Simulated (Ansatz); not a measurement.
# Electron scattering at the twin(10-12) boundary in hcp Co with Ru (substitutional), part 3 of 3

How much does the twin(10-12) boundary in hcp Co with Ru (substitutional) reflect electrons?

Ansatz 0.2.0; Ansatz plane-wave DFT, PBE, PAW files, collinear spin; relaxation of a bicrystal slab with its lowest layers held; PAW set soft_1 (the session's first sound run).

So far. Step 2 (Relaxing the bicrystal): The largest force component on a free atom ends at 0.0091 eV/Å, under the tolerance of 0.03, after 5 steps.

## Step 3: Transmission across the boundary (continued)

Level of this step: Ansatz plane-wave DFT, PBE, PAW files, collinear spin; ballistic transport by layer matching (Landauer), zero bias; boundary relaxed in a short slab, bulk layers laid on; PAW set soft_1 (Ansatz).

Slowest decay crystal 1 over k1 and k2. At 0.0000 eV from the Fermi level, spin up.

Ten even steps from '_' (0.000) to '@' (0.351):
```
**==--------++--------==
________________________
________________________
________________________
________________________
________________________
________________________
________________________
________________________
________________________
________________________
________________________
________________________
________________________
________________________
________________________
________________________
________________________
________________________
________________________
________________________
________________________
**==--------++--------==
@@%%**++==++##++==++**%%
```
Columns: k1 (b1) from -0.5 to 0.417; rows upwards: k2 (b2) from -0.5 to 0.458.

Spin density in the ca plane at fractional y = 0.417, with atoms of Co and Ru within 0.2 Å of it.

Ten even steps from '0' (0.0 e/Å³) to '9' (4.5 e/Å³), each cell a mean:
```
00000000000000002310000000000023000000000000
00000000000000000000000000000000000000000000
00000000000000000000000000000000000000000000
00000000000000000000000000000000000000000000
40000000000000000000000000000000100000000000
50000000110000154000000000000002620000110000
10000000571000285000000000000003930000561000
00000000572000011000000000000001210000671000
00000000010000000000000000000000000000110000
00000000000000000000000000000000000000000000
00000000000000000000000000000000000000000000
00000000000000000000000000000000000000000000
00000003200000000000000000000000000000013100
23000019610000000000000000000000000000049300
79200014300000002310000000000023000000025200
33100000000000016920000000000179100000000000
```
Columns run along c (16.0 Å, from fractional 0.36 to 0.67 of the cell), rows up along a (6.0 Å). Atoms in or near the plane, at fractional coordinates: Co at (0.37, 0.07), Co at (0.41, 0.13), Co at (0.42, 0.54), Co at (0.47, 0.60), Co at (0.48, 0.01), Ru at (0.53, 0.07), Co at (0.58, 0.01), Co at (0.59, 0.60), Co at (0.64, 0.54), Co at (0.64, 0.13).

Valence density in the ca plane at fractional y = 0.417, with atoms of Co and Ru within 0.2 Å of it. It is the smooth field of the valence electrons, not physical close to the nuclei.

Values in e/Å³, 9 rows by 16 columns, each cell a mean:
```
 1  0  0  0  0  2  6  0  1  1  1  6  0  0  0  0
 1  0  0  0  0  0  0  0  0  0  0  0  0  0  0  0
 7  0  0  1  0  3  1  0  0  0  0  3  1  0  1  0
 4  0  2 14  1 19  4  0  0  0  0 18  6  3 12  0
 0  0  2 12  0  3  1  0  0  0  0  2  1  3 11  0
 0  0  0  1  0  0  0  0  0  0  0  0  0  0  1  0
 0  0  2  1  0  0  0  0  0  0  0  0  0  0  2  1
 9  1 15  6  0  1  1  0  5  2  0  1  0  0 19  3
18  1  4  2  0  4 17  1  7  3  3 18  0  0  5  1
```
Columns run along c (16.0 Å, from fractional 0.36 to 0.67 of the cell), rows up along a (6.0 Å). Atoms in or near the plane, at fractional coordinates: Co at (0.37, 0.07), Co at (0.41, 0.13), Co at (0.42, 0.54), Co at (0.47, 0.60), Co at (0.48, 0.01), Ru at (0.53, 0.07), Co at (0.58, 0.01), Co at (0.59, 0.60), Co at (0.64, 0.54), Co at (0.64, 0.13).

ELF in the ca plane at fractional y = 0.417, with atoms of Co and Ru within 0.2 Å of it. It is the smooth field of the valence electrons, not physical close to the nuclei.

Ten even steps from '0' (0.13) to '9' (0.72), each cell a mean:
```
11113320023222125631223564221256212223210133
11232222222223211111332222232111123222222222
12332222222223321123322222223211233222222222
21232222222332111233222232222321112333212222
62122221001231122123211221122211321231001222
72022211331121476213211111123115851111331122
31122202784111497203321001123116962113783012
01222202784121243113320000123213431213884112
12222311332132110123210000122310112311331132
22212331111233211222221111222221123321111232
22222321123322222222222222222222222233211232
11233211112322222222232112332222222233111113
11122125421222321113323453233210232221145312
55212149830222211111225776322111122220269611
89411136520222015631237767421255202221157411
56312112111222028951236777321389401222112113
```
Columns run along c (16.0 Å, from fractional 0.36 to 0.67 of the cell), rows up along a (6.0 Å). Atoms in or near the plane, at fractional coordinates: Co at (0.37, 0.07), Co at (0.41, 0.13), Co at (0.42, 0.54), Co at (0.47, 0.60), Co at (0.48, 0.01), Ru at (0.53, 0.07), Co at (0.58, 0.01), Co at (0.59, 0.60), Co at (0.64, 0.54), Co at (0.64, 0.13).

Nearest the Fermi level spin up passes 1.11 of 1.77 channels of the lower lead and spin down 1.51 of 3.17.

## Step 4: Specific resistance

This step: Ansatz plane-wave DFT, PBE, PAW files, collinear spin; ballistic transport by layer matching (Landauer), zero bias; specific resistance of the boundary; PAW set soft_1 (Ansatz 0.2.0).

This step gave:

```
area resistance                      : 0.6593 fΩ m²
T over the leads' mean channel count : 0.5305
spin asymmetry γ                     : 0.006045 (R down - R up) / (R down + R up)
```

Averaged over the energies near the Fermi level, 53.0 % of the channels pass, which makes 0.659 fΩ m².

By hand, with means over the energies near the Fermi level: RA per spin = A (h/e²)(1/T − ½[1/N₁ + 1/N₂]); spin up: 14.94×10⁻²⁰ m² × 25 813 Ω × (1/1.105 − ½[1/1.771 + 1/1.771]) = 1.31 fΩ m²; spin down: 14.94×10⁻²⁰ m² × 25 813 Ω × (1/1.517 − ½[1/3.172 + 1/3.174]) = 1.33 fΩ m². The spins conduct in parallel, so 1/RA = 1/1.31 + 1/1.33 and RA = 0.659 fΩ m²; γ = (1.33 − 1.31)/(1.33 + 1.31) = 0.006.

## Step 5: Summary of results

```
specific resistance of the boundary : 0.659 fΩ m²
share of channels that pass         : 0.530
```

What this shows: The boundary has a specific resistance of 0.66 fΩ m². The boundary reflects 47 % of the channels; 0.66 fΩ m² is 6.6×10⁻¹² Ω·cm². One Ru in 14.9 Å² of boundary is a high coverage. Each plane of this narrow cell holds one atom, so the solute fills a whole plane. One starting structure was relaxed; another shift or atom count at the boundary may lie lower. One magnetic start was tried, and the two spins conduct in parallel without mixing.

[Logs are printed without paths, hosts, clocks, repeated set-up lines and the standing remarks that a program may print on its own settings, such as how far it seeks lower states.]

[Hosts, paths, dates, database ids (printed as entryN), source tags and the programs' standing remarks are cut or masked in the printed files.]
